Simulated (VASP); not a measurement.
This VASP 6.6.1 run on CoSi2 needs a look.

INCAR

```
SYSTEM = CoSi2
PREC = Accurate
ENCUT = 520
EDIFF = 1E-6
ISMEAR = -5
SIGMA = 0.05
LREAL = .FALSE.
LASPH = .TRUE.
NELM = 4
ALGO = Fast
ISIF = 2
LWAVE = .FALSE.
LCHARG = .TRUE.
ISPIN = 2
MAGMOM = 2 2 2 2 0 0 0 0 0 0 0 0
LMAXMIX = 4
LDAU = .TRUE.
LDAUTYPE = 2
LDAUL = 2 -1
LDAUU = 6.2 0
LDAUJ = 0 0
LDAUPRINT = 1
GGA = RP
IVDW = 12
```

CoSi2.cif

```cif
data_CoSi2
_cell_length_a 5.35600000
_cell_length_b 5.35600000
_cell_length_c 5.35600000
_cell_angle_alpha 90.00000000
_cell_angle_beta 90.00000000
_cell_angle_gamma 90.00000000
_space_group_name_H-M_alt 'Fm-3m'
_space_group_name_Hall '-F 4 2 3'
_space_group_IT_number 225
loop_
_space_group_symop_operation_xyz
'x,y,z'
'-x,-y,-z'
'-y,x,z'
'y,-x,-z'
'-x,-y,z'
'x,y,-z'
'y,-x,z'
'-y,x,-z'
'x,-y,-z'
'-x,y,z'
'-y,-x,-z'
'y,x,z'
'-x,y,-z'
'x,-y,z'
'y,x,-z'
'-y,-x,z'
'z,x,y'
'-z,-x,-y'
'z,-y,x'
'-z,y,-x'
'z,-x,-y'
'-z,x,y'
'z,y,-x'
'-z,-y,x'
'-z,x,-y'
'z,-x,y'
'-z,-y,-x'
'z,y,x'
'-z,-x,y'
'z,x,-y'
'-z,y,x'
'z,-y,-x'
'y,z,x'
'-y,-z,-x'
'x,z,-y'
'-x,-z,y'
'-y,z,-x'
'y,-z,x'
'-x,z,y'
'x,-z,-y'
'-y,-z,x'
'y,z,-x'
'-x,-z,-y'
'x,z,y'
'y,-z,-x'
'-y,z,x'
'x,-z,y'
'-x,z,-y'
'x,y+1/2,z+1/2'
'-x,-y+1/2,-z+1/2'
'-y,x+1/2,z+1/2'
'y,-x+1/2,-z+1/2'
'-x,-y+1/2,z+1/2'
'x,y+1/2,-z+1/2'
'y,-x+1/2,z+1/2'
'-y,x+1/2,-z+1/2'
'x,-y+1/2,-z+1/2'
'-x,y+1/2,z+1/2'
'-y,-x+1/2,-z+1/2'
[... 41 lines left out ...]
'-x+1/2,-y,z+1/2'
'x+1/2,y,-z+1/2'
'y+1/2,-x,z+1/2'
'-y+1/2,x,-z+1/2'
'x+1/2,-y,-z+1/2'
'-x+1/2,y,z+1/2'
'-y+1/2,-x,-z+1/2'
'y+1/2,x,z+1/2'
'-x+1/2,y,-z+1/2'
'x+1/2,-y,z+1/2'
'y+1/2,x,-z+1/2'
'-y+1/2,-x,z+1/2'
'z+1/2,x,y+1/2'
'-z+1/2,-x,-y+1/2'
'z+1/2,-y,x+1/2'
'-z+1/2,y,-x+1/2'
'z+1/2,-x,-y+1/2'
'-z+1/2,x,y+1/2'
'z+1/2,y,-x+1/2'
'-z+1/2,-y,x+1/2'
'-z+1/2,x,-y+1/2'
'z+1/2,-x,y+1/2'
'-z+1/2,-y,-x+1/2'
'z+1/2,y,x+1/2'
'-z+1/2,-x,y+1/2'
'z+1/2,x,-y+1/2'
'-z+1/2,y,x+1/2'
'z+1/2,-y,-x+1/2'
'y+1/2,z,x+1/2'
'-y+1/2,-z,-x+1/2'
'x+1/2,z,-y+1/2'
'-x+1/2,-z,y+1/2'
'-y+1/2,z,-x+1/2'
'y+1/2,-z,x+1/2'
'-x+1/2,z,y+1/2'
'x+1/2,-z,-y+1/2'
'-y+1/2,-z,x+1/2'
'y+1/2,z,-x+1/2'
'-x+1/2,-z,-y+1/2'
'x+1/2,z,y+1/2'
'y+1/2,-z,-x+1/2'
'-y+1/2,z,x+1/2'
'x+1/2,-z,y+1/2'
'-x+1/2,z,-y+1/2'
'x+1/2,y+1/2,z'
'-x+1/2,-y+1/2,-z'
'-y+1/2,x+1/2,z'
'y+1/2,-x+1/2,-z'
'-x+1/2,-y+1/2,z'
'x+1/2,y+1/2,-z'
'y+1/2,-x+1/2,z'
'-y+1/2,x+1/2,-z'
'x+1/2,-y+1/2,-z'
'-x+1/2,y+1/2,z'
'-y+1/2,-x+1/2,-z'
'y+1/2,x+1/2,z'
'-x+1/2,y+1/2,-z'
'x+1/2,-y+1/2,z'
'y+1/2,x+1/2,-z'
'-y+1/2,-x+1/2,z'
'z+1/2,x+1/2,y'
'-z+1/2,-x+1/2,-y'
'z+1/2,-y+1/2,x'
'-z+1/2,y+1/2,-x'
'z+1/2,-x+1/2,-y'
'-z+1/2,x+1/2,y'
'z+1/2,y+1/2,-x'
'-z+1/2,-y+1/2,x'
'-z+1/2,x+1/2,-y'
'z+1/2,-x+1/2,y'
'-z+1/2,-y+1/2,-x'
'z+1/2,y+1/2,x'
'-z+1/2,-x+1/2,y'
'z+1/2,x+1/2,-y'
'-z+1/2,y+1/2,x'
'z+1/2,-y+1/2,-x'
'y+1/2,z+1/2,x'
'-y+1/2,-z+1/2,-x'
'x+1/2,z+1/2,-y'
'-x+1/2,-z+1/2,y'
'-y+1/2,z+1/2,-x'
'y+1/2,-z+1/2,x'
'-x+1/2,z+1/2,y'
'x+1/2,-z+1/2,-y'
'-y+1/2,-z+1/2,x'
'y+1/2,z+1/2,-x'
'-x+1/2,-z+1/2,-y'
'x+1/2,z+1/2,y'
'y+1/2,-z+1/2,-x'
'-y+1/2,z+1/2,x'
'x+1/2,-z+1/2,y'
'-x+1/2,z+1/2,-y'
loop_
_atom_site_label
_atom_site_type_symbol
_atom_site_symmetry_multiplicity
_atom_site_Wyckoff_symbol
_atom_site_fract_x
_atom_site_fract_y
_atom_site_fract_z
_atom_site_occupancy
Co1 Co 4 a 0.0000000000 0.0000000000 0.0000000000 1
Si1 Si 8 c 0.2500000000 0.2500000000 0.7500000000 1
```

File KPOINTS:

```
regular mesh
0
G
  5 5 5
  0 0 0
```

File POSCAR:

```
Co Si
 1.0000000000000000
     5.3559999999999999    0.0000000000000000    0.0000000000000000
     0.0000000000000000    5.3559999999999999    0.0000000000000000
     0.0000000000000000    0.0000000000000000    5.3559999999999999
 Co  Si 
   4   8
Cartesian
  0.0000000000000000  0.0000000000000000  0.0000000000000000
  0.0000000000000000  2.6779999999999999  2.6779999999999999
  2.6779999999999999  0.0000000000000000  2.6779999999999999
  2.6779999999999999  2.6779999999999999  0.0000000000000000
  1.3390000000000000  1.3390000000000000  4.0169999999999995
  4.0169999999999995  4.0169999999999995  1.3390000000000006
  4.0169999999999995  1.3390000000000000  4.0169999999999995
  1.3390000000000000  4.0169999999999995  1.3390000000000006
  4.0169999999999995  4.0169999999999995  4.0169999999999995
  1.3390000000000000  1.3390000000000000  1.3390000000000006
  1.3390000000000000  4.0169999999999995  4.0169999999999995
  4.0169999999999995  1.3390000000000000  1.3390000000000006
```

Potentials or basis: VASP PAW PBE potentials, release 64 (Co, Si).

The run is started by

```bash
$ ase convert -i cif -o vasp CoSi2.cif POSCAR
$ cat potpaw_PBE.64/Co/POTCAR potpaw_PBE.64/Si/POTCAR > POTCAR
$ mpirun -np 1 vasp_std > vasp.out
```

OUTCAR:

```text
SYSTEM = CoSi2
   PREC = Accurate
   ENCUT = 520
   EDIFF = 1E-6
   ISMEAR = -5
   LREAL = .FALSE.
   LASPH = .TRUE.
   NELM = 4
   ISIF = 2
   ISPIN = 2
   GGA = RP
   IVDW = 12
 IVDW          = 12

 ion  position               nearest neighbor table
   1  0.000  0.000  0.000-   5 2.32   6 2.32   7 2.32   8 2.32   9 2.32  10 2.32  11 2.32  12 2.32

[... 1365 lines left out ...]

 VOLUME and BASIS-vectors are now :
 -----------------------------------------------------------------------------
  energy-cutoff  :      520.00
  volume of cell :      153.65
      direct lattice vectors                 reciprocal lattice vectors
     5.356000000  0.000000000  0.000000000     0.186706497  0.000000000  0.000000000
     0.000000000  5.356000000  0.000000000     0.000000000  0.186706497  0.000000000
     0.000000000  0.000000000  5.356000000     0.000000000  0.000000000  0.186706497

 POSITION                                       TOTAL-FORCE (eV/Angst)
 -----------------------------------------------------------------------------------
      0.00000      0.00000      0.00000         0.000000     -0.000000      0.000000
      0.00000      2.67800      2.67800         0.000000     -0.000000     -0.000000
      2.67800      0.00000      2.67800        -0.000000     -0.000000      0.000000
      2.67800      2.67800      0.00000        -0.000000     -0.000000     -0.000000
      1.33900      1.33900      4.01700         0.000000     -0.000000      0.000000
      4.01700      4.01700      1.33900        -0.000000     -0.000000      0.000000
      4.01700      1.33900      4.01700         0.000000      0.000000     -0.000000
      1.33900      4.01700      1.33900         0.000000      0.000000      0.000000
      4.01700      4.01700      4.01700         0.000000      0.000000      0.000000
      1.33900      1.33900      1.33900         0.000000     -0.000000      0.000000
      1.33900      4.01700      4.01700        -0.000000      0.000000     -0.000000
      4.01700      1.33900      1.33900        -0.000000     -0.000000      0.000000
 -----------------------------------------------------------------------------------
    total drift:                               -0.000000     -0.000000     -0.000000

  FREE ENERGIE OF THE ION-ELECTRON SYSTEM (eV)
  ---------------------------------------------------
  free  energy   TOTEN  =       -74.9409319969 eV

  energy  without entropy=      -74.9409319969  energy(sigma->0) =      -74.94093200
```

On the terminal:

```text
POSCAR found type information on POSCAR CoSi
[... 49 lines left out ...]
 -----------------------------------------------------------------------------
```

Diagnose the run.

The calculation stopped without meeting its thresholds. The input holds a flaw that was put in on purpose: too few electronic steps (NELM = 4).
